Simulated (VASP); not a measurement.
Crystal: Ag.

```
Ag
1.0
    -1.65565    1.65565    1.65565
     1.65565   -1.65565    1.65565
     1.65565    1.65565   -1.65565
Ag
1
Direct
  0.00000 0.00000 0.00000
```

This isn't the form of Ag at room conditions, which is fcc.

| Item | Value |
| --- | --- |
| Program | VASP 6.6.1 |
| Task | relaxation of cell and atoms |
| Functional | PBEsol |
| Dispersion | rVV10 |
| Potentials or basis | VASP PAW PBE potentials, release 64 (Ag) |
| Cutoff | 600 eV |
| k mesh | 11 × 11 × 11 |
| Occupations | fermi-dirac, width 0.05 eV |
| Spin | no spin polarisation |

At the start: pressure -8.3 GPa; volume 18.15 Å³/atom.

**Question.** Where does the relaxation end?

**Answer.** Over 3 steps the energy falls by 43.2 meV/atom and the volume is 16.64 Å³/atom (-8.4 %); space group Im-3m (No. 229, to 0.05 Å).

Step by step:
| step | energy change (eV) | largest force (eV/Å) | pressure (GPa) | volume (Å³) |
| --- | --- | --- | --- | --- |
| 1 | 0.0000 | 0.0000 | -8.25 | 18.15 |
| 2 | -0.0261 | 0.0000 | 7.00 | 15.81 |
| 3 | -0.0432 | 0.0000 | -0.04 | 16.64 |

Final structure:
```yaml
crystal:
  lattice:
    - [-1.60818, 1.60818, 1.60818]
    - [1.60818, -1.60818, 1.60818]
    - [1.60818, 1.60818, -1.60818]
  atoms:
    - { symbol: Ag, position: [0.00000, 0.00000, 0.00000] }
```

Caveat: the PAW data sets were made with another functional, which shifts forces and pressure a little.
